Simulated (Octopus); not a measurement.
# Sn (Fd-3m) in Octopus: further runs

Runs on Sn. Level: PBE. Tasks: single point.

Program: Octopus 16.4. These are calculated values, not measurements. Logs are shortened: lines on timing, memory, paths and dates and some standing lists are left out, and cuts for length are marked.

## 1. Starting point

It takes space group Fd-3m (No. 227, cubic). Conventional cell: a = 6.467 Å, b = 6.467 Å, c = 6.467 Å, α = 90.00°, β = 90.00°, γ = 90.00°. Sn (site symmetry -43m) has 4 Sn at 2.80 Å as nearest neighbours.

This isn't the form of Sn at room conditions, which is tetragonal (white tin).

## 2. Single point, PBE, 33.80 Å³/atom

The input, inp:

```
CalculationMode = gs
UnitsOutput = eV_Angstrom
PeriodicDimensions = 3
ExperimentalFeatures = yes
PseudopotentialSet = pseudodojo_pbe
%LatticeParameters
 1*angstrom | 1*angstrom | 1*angstrom
%
%LatticeVectors
 0 | 3.2333428 | 3.2333428
 3.2333428 | 0 | 3.2333428
 3.2333428 | 3.2333428 | 0
%
%ReducedCoordinates
 "Sn" | 0.75 | 0.75 | 0.75
 "Sn" | 0.5 | 0.5 | 0.5
%
%Spacing
 0.14289491*angstrom | 0.14289491*angstrom | 0.14289491*angstrom
%
DerivativesOrder = 8
%KPointsGrid
 7 | 7 | 7
%
KPointsUseSymmetries = yes
XCFunctional = gga_x_pbe + gga_c_pbe
SmearingFunction = fermi_dirac
Smearing = 0.05*eV
ExtraStates = 6
Eigensolver = chebyshev_filter
ConvRelDens = 1e-6
MaximumIter = 120
```

Potentials or basis: pseudodojo_pbe (PseudoDojo 0.5, PBE).

Launch:

```console
$ OMP_NUM_THREADS=1 octopus > out.log
```

out.log:

```text
Running octopus

[... 13 lines left out ...]

Input: [AllElectronType = no]
Input: [PseudopotentialSet = pseudodojo_pbe]
Reading Coordinates from ReducedCoordinates block

****************************** Species *******************************
  Species 'Sn'
    type             : pseudopotential
    file             : 'Sn.upf'
    file format      : UPF2
    valence charge   : 14.0
    atomic number    :  50
    form on file     : kleinman-bylander
    lmax             : 2
    llocal           : -1
    projectors per l : 2
    total projectors : 6
    application form : kleinman-bylander
    orbitals         :  9
    bound orbitals   :  9

**********************************************************************

***************************** Symmetries *****************************
Space group No.  227
International: Fd-3m
Schoenflies: Oh^7
Info: The system has    24 symmorphic symmetries that can be used.
  Index                Rotation matrix                      Fractional translations
    1 :     1   0   0     0   1   0     0   0   1      0.000000    0.000000    0.000000
    2 :     0   1  -1     1   0  -1     0   0  -1      0.000000    0.000000    0.000000
    3 :    -1   0   0    -1   0   1    -1   1   0      0.000000    0.000000    0.000000
    4 :     0  -1   1     0  -1   0     1  -1   0      0.000000    0.000000    0.000000
    5 :     0   1   0     0   0   1     1   0   0      0.000000    0.000000    0.000000
    6 :    -1   0   1    -1   1   0    -1   0   0      0.000000    0.000000    0.000000
[... 16 lines left out ...]
   23 :     1   0   0     0   0   1     0   1   0      0.000000    0.000000    0.000000
   24 :     0  -1   1     1  -1   0     0  -1   0      0.000000    0.000000    0.000000
Info: The system also has    24 nonsymmorphic symmetries (not used for electrons).
    1 :     1   0  -1     1   0   0     1  -1   0      0.250000    0.250000    0.250000
    2 :     0   1   0     0   1  -1    -1   1   0      0.250000    0.250000    0.250000
    3 :     0  -1   0    -1   0   0     0   0  -1      0.250000    0.250000    0.250000
    4 :    -1   0   1     0  -1   1     0   0   1      0.250000    0.250000    0.250000
    5 :    -1   1   0     0   1   0     0   1  -1      0.250000    0.250000    0.250000
    6 :     0   0   1    -1   0   1     0  -1   1      0.250000    0.250000    0.250000
[... 16 lines left out ...]
   23 :     0   0   1     0  -1   1    -1   0   1      0.250000    0.250000    0.250000
   24 :     1  -1   0     1   0   0     1   0  -1      0.250000    0.250000    0.250000
**********************************************************************

Input: [CurvMethod = curv_affine]
Input: [DerivativesStencil = stencil_stargeneral]

****************************** Lattice *******************************
  Lattice Vectors [A]
    0.000000    3.233343    3.233343
    3.233343    0.000000    3.233343
    3.233343    3.233343    0.000000
  Cell volume =            67.6060 [A^3]
  Reciprocal-Lattice Vectors [A^-1]
   -0.971624    0.971624    0.971624
    0.971624   -0.971624    0.971624
    0.971624    0.971624   -0.971624
  Cell angles [degree]
    alpha =   60.000
    beta  =   60.000
    gamma =   60.000
**********************************************************************

Checking if the generated full k-point grid is symmetric

    20 k-points generated from parameters :
 ---------------------------------------------------
    n =    7    7    7

    s1  =  0.50  0.50  0.50

   index |      weight  |             coordinates              |
       1 |     0.002915 |    0.000000    0.000000    0.000000  |
       2 |     0.023324 |    0.142857    0.000000    0.000000  |
       3 |     0.017493 |    0.142857    0.142857    0.000000  |
       4 |     0.034985 |   -0.142857    0.142857    0.000000  |
       5 |     0.069971 |   -0.142857    0.142857    0.142857  |
       6 |     0.023324 |    0.285714    0.000000    0.000000  |
[... 12 lines left out ...]
      19 |     0.017493 |    0.428571    0.428571    0.000000  |
      20 |     0.034985 |   -0.428571    0.428571    0.000000  |

Input: [SmearingFunction = fermi_dirac]
Input: [SymmetrizeDensity = yes]

******************************* States *******************************
[... 67 lines left out ...]
      Block       5 contains       4 states:      17 -      20
Info: Ground-state allocation done.
Info: Could not find 'restart/gs' directory for restart.
[... 18 lines left out ...]
** Warning:
**   Cannot do LCAO for all states because there are not enough atomic orbitals.
**   Required: 20. Available: 18. 2 orbitals will be randomized.

Info: Unnormalized total charge =     28.004492
Info: Renormalized total charge =     28.000000

** Warning:
**   Symmetrization discrepancy ratio (scalar) =  2.98585E-05

Info: Setting up Hamiltonian.
Info: Performing initial LCAO calculation with     18 orbitals.
Info: Getting Hamiltonian matrix elements.

Eigenvalues [eV]
 #st  Spin   Eigenvalue      Occupation
#k =       1, k = (  0.000000,  0.000000,  0.000000)
   1   --   -17.663287       2.000000
   2   --   -17.663287       2.000000
   3   --   -17.663179       2.000000
   4   --   -17.580875       2.000000
   5   --   -17.580875       2.000000
   6   --   -17.275081       2.000000
[... 10 lines left out ...]
  17   --     6.525894       1.999404
  18   --     6.526676       1.999394
#k =       2, k = (  0.142857,  0.000000,  0.000000)
   1   --   -17.275171       2.000000
   2   --   -17.274698       2.000000
   3   --   -17.115327       2.000000
   4   --   -17.114616       2.000000
   5   --   -16.829147       2.000000
   6   --   -16.717247       2.000000
[... 10 lines left out ...]
  17   --     7.064979       0.130281
  18   --     7.965341       0.000000
[... 18 further k-points ...]
Fermi energy =     6.931787 eV
Generating random wavefunctions for states       19 and above
Orthogonalizing wavefunctions.
Info: Ground-state restart information will be written to 'restart/gs'.
Info: SCF using complex wavefunctions.
Info: Starting SCF iteration.

** Warning:
**   Symmetrization discrepancy ratio (scalar) =  5.21737E-03

*********************** SCF CYCLE ITER #    1 ************************
 etot  = -4.29338654E+03 abs_ev   =  1.26E+02 rel_ev   =  3.55E-01
 ediff =        1.58E+02 abs_dens =  1.18E+00 rel_dens =  4.22E-02
Matrix vector products: 500
Converged eigenvectors: 0

#  State  KPoint  Eigenvalue [eV]  Occupation    Error
      1      17      -17.745689    2.000000   ( 1.0E-03)
      1      16      -17.744529    2.000000   ( 1.6E-03)
      1      11      -17.740766    2.000000   ( 1.7E-03)
      1      13      -17.738644    2.000000   ( 1.4E-03)
      1      20      -17.736120    2.000000   ( 5.5E-04)
      1      18      -17.734426    2.000000   ( 1.5E-03)
      2      17      -17.732610    2.000000   ( 1.7E-03)
      2      18      -17.731743    2.000000   ( 1.9E-03)
[... 23 lines left out ...]
     20      11       14.339284    0.000000   ( 1.4E-01)
     20      13       14.409049    0.000000   ( 1.4E-01)
     20      19       14.508274    0.000000   ( 4.8E-02)
     20       8       14.623042    0.000000   ( 1.2E-01)
     20      18       14.710958    0.000000   ( 1.2E-01)
     20      16       14.987591    0.000000   ( 1.2E-01)
     20      17       15.043040    0.000000   ( 1.2E-01)
     20      20       16.017337    0.000000   ( 1.0E-01)

Density of states:

-%--------------------------------------------------------------------
-%--------------------------------------------------------------------
-%--------------------------------------------------------------------
%%--------------------------------------------------------------------
%%--------------------------------------------------------------------
%%--------------------------------------------------------------------
%%--------------------------------------------------------------------
%%--------------------------------------------------------------------
%%--------------------------------------------------------------------
%%-------------------------%---%------%%%%-----%%%-%-%--%%---%%---%---
                                            ^

Fermi energy =     3.956444 eV

**********************************************************************

*********************** SCF CYCLE ITER #    2 ************************
 etot  = -4.29003564E+03 abs_ev   =  1.19E+00 rel_ev   =  3.37E-03
 ediff =        1.23E-01 abs_dens =  1.53E-01 rel_dens =  5.46E-03
Matrix vector products: 500
Converged eigenvectors: 0
[... 103 lines left out ...]
*********************** SCF CYCLE ITER #   11 ************************
 etot  = -4.28894312E+03 abs_ev   =  8.16E-05 rel_ev   =  2.31E-07
 ediff =        1.17E-05 abs_dens =  1.37E-05 rel_dens =  4.90E-07
Matrix vector products: 500
Converged eigenvectors: 0

#  State  KPoint  Eigenvalue [eV]  Occupation    Error
      1      17      -17.712515    2.000000   ( 2.1E-07)
      1      16      -17.711425    2.000000   ( 2.1E-07)
      1      11      -17.707518    2.000000   ( 1.8E-07)
      1      13      -17.705490    2.000000   ( 2.1E-07)
      1      20      -17.702687    2.000000   ( 2.5E-07)
      1      18      -17.701022    2.000000   ( 2.1E-07)
      2      17      -17.699665    2.000000   ( 2.1E-07)
      2      18      -17.698745    2.000000   ( 2.2E-07)
[... 23 lines left out ...]
     20      13       12.711836    0.000000   ( 3.2E-02)
     20       8       12.772932    0.000000   ( 3.9E-02)
     20      10       12.832484    0.000000   ( 2.1E-02)
     20      17       12.941966    0.000000   ( 3.6E-02)
     20      18       13.207150    0.000000   ( 3.2E-02)
     20      14       13.275528    0.000000   ( 2.0E-02)
     20      20       13.379188    0.000000   ( 4.7E-02)
     20      19       14.236634    0.000000   ( 1.9E-02)

Density of states:

-%--------------------------------------------------------------------
-%--------------------------------------------------------------------
-%--------------------------------------------------------------------
%%--------------------------------------------------------------------
%%--------------------------------------------------------------------
%%--------------------------------------------------------------------
%%--------------------------------------------------------------------
%%--------------------------------------------------------------------
%%--------------------------------------------------------------------
%%--------------------------%-----------%-%%%-----%-%-%-%%%--%%%--%---
                                               ^

Fermi energy =     4.100740 eV

**********************************************************************

Info: SCF converged in   11 iterations

** Warning:
**   Some of the states are not fully converged!

Info: Number of matrix-vector products:       5500
Info: Finished writing information to 'restart/gs'.

Octopus emitted 15 warnings.
```

Run time: 3.3 min. Hardware: 1 thread of Intel Xeon Platinum 8488C (Sapphire Rapids), shared host; peak memory 0.72 GiB.

What came out:

| Item | Value |
| --- | --- |
| Free energy | -4288.9454 eV |
| Band gap on the k mesh | none (metal or under the smearing width) |

## 3. Single point, PBE, 33.80 Å³/atom

inp: that of step 2 with these lines changed.

```diff
@@ -4,3 +4,3 @@
 ExperimentalFeatures = yes
-PseudopotentialSet = pseudodojo_pbe
+PseudopotentialSet = sg15
 %LatticeParameters
@@ -29,4 +29,5 @@
 ExtraStates = 6
-Eigensolver = chebyshev_filter
+Eigensolver = rmmdiis
 ConvRelDens = 1e-6
 MaximumIter = 120
+SCFCalculateStress = yes
```

Potentials or basis: sg15 (PBE).

Launch:

```console
$ OMP_NUM_THREADS=1 octopus > out.log
```

It took 12 min on 1 thread of Intel Xeon Platinum 8488C (Sapphire Rapids), shared host; peak memory 0.72 GiB.

The run converged. Its results:

* Free energy: -3282.9948 eV
* Pressure: 3.8 GPa
* Band gap on the k mesh: none (metal or under the smearing width)

## 4. Single point, PBE, 33.80 Å³/atom

inp: that of step 3 with these lines changed.

```diff
@@ -4,3 +4,3 @@
 ExperimentalFeatures = yes
-PseudopotentialSet = sg15
+PseudopotentialSet = pseudodojo_pbesol
 %LatticeParameters
@@ -29,5 +29,4 @@
 ExtraStates = 6
-Eigensolver = rmmdiis
+Eigensolver = chebyshev_filter
 ConvRelDens = 1e-6
 MaximumIter = 120
-SCFCalculateStress = yes
```

Potentials or basis: pseudodojo_pbesol (PseudoDojo 0.4, PBEsol).

Launch:

```console
$ OMP_NUM_THREADS=1 octopus > out.log
```

Wall time 3.1 min (1 thread of Intel Xeon Platinum 8488C (Sapphire Rapids), shared host); peak memory 0.72 GiB.

It converged, with:

* Free energy: -4290.1450 eV
* Band gap on the k mesh: none (metal or under the smearing width)

Caveat: the potentials were made for another functional, which shifts forces and pressure.

## 5. Single point, PBE, 33.80 Å³/atom

inp: that of step 4 with these lines changed.

```diff
@@ -4,3 +4,3 @@
 ExperimentalFeatures = yes
-PseudopotentialSet = pseudodojo_pbesol
+PseudopotentialSet = pseudodojo_lda
 %LatticeParameters
@@ -32 +32,6 @@
 MaximumIter = 120
+%Output
+ density | cube
+ elf | cube
+ potential | cube
+%
```

Potentials or basis: pseudodojo_lda (PseudoDojo 0.4, LDA).

Launch:

```console
$ OMP_NUM_THREADS=1 octopus > out.log
```

Run time: 3.6 min. Hardware: 1 thread of Intel Xeon Platinum 8488C (Sapphire Rapids), shared host; peak memory 0.72 GiB.

Results (log left out):

| Item | Value |
| --- | --- |
| Free energy | -4291.1040 eV |
| Band gap on the k mesh | none (metal or under the smearing width) |

Caveat: the potentials were made for another functional, which shifts forces and pressure.

## 6. Single point, PBE, 33.80 Å³/atom

inp: that of step 5 with these lines changed.

```diff
@@ -4,3 +4,3 @@
 ExperimentalFeatures = yes
-PseudopotentialSet = pseudodojo_lda
+PseudopotentialSet = hgh_lda
 %LatticeParameters
@@ -32,6 +32,2 @@
 MaximumIter = 120
-%Output
- density | cube
- elf | cube
- potential | cube
-%
+SCFCalculateStress = yes
```

Potentials or basis: hgh_lda (LDA).

Launch:

```console
$ OMP_NUM_THREADS=1 octopus > out.log
```

Wall time 4.2 min (1 thread of Intel Xeon Platinum 8488C (Sapphire Rapids), shared host); peak memory 0.5 GiB.

The run converged. Its results:

```
Free energy            : -194.7771 eV
Pressure               : -0.9 GPa
Band gap on the k mesh : none (metal or under the smearing width)
```

Caveat: this is an older set of potentials, less accurate than current ones; the potentials were made for another functional, which shifts forces and pressure.
